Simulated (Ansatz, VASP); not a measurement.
## One calculation of Si, two programs

```xyz
2
Lattice="0.0000 2.7219 2.7219 2.7219 0.0000 2.7219 2.7219 2.7219 0.0000" Properties=species:S:1:pos:R:3 pbc="T T T"
Si    2.7219    2.7219    2.7219
Si    4.0828    4.0828    4.0828
```

Alike in both runs: task single point; functional PBE-based screened hybrid; k mesh 4 × 4 × 4; occupations fermi-dirac, width 0.05 eV; no spin polarisation.

|  | VASP | Ansatz |
| --- | --- | --- |
| version | VASP 6.6.1 | Ansatz 0.2.0 |
| potentials or method | VASP PAW PBE potentials, release 64 (Si), cutoff 520 eV | all-electron PAW datasets made for the crystal |

```tsv
	VASP	Ansatz	Ansatz less VASP
gap on the k mesh at the Fermi level (eV)	0.96	0.96	-0.004
least direct gap on the mesh (eV)	2.86	2.86	-0.006
pressure (GPa)	1.1	1.3	+0.16
```

Ansatz ran all-electron here, so the differences hold the error of VASP's frozen core and of both bases.

Caveats: the k mesh is coarse (spacing up to 0.50 Å⁻¹), so the values aren't converged (VASP); the PAW data sets were made with another functional, which shifts forces and pressure a little (VASP); the k mesh is coarse (spacing up to 0.50 Å⁻¹), so the values aren't converged, least of all with exact exchange (Ansatz). A k mesh can miss the band edges.
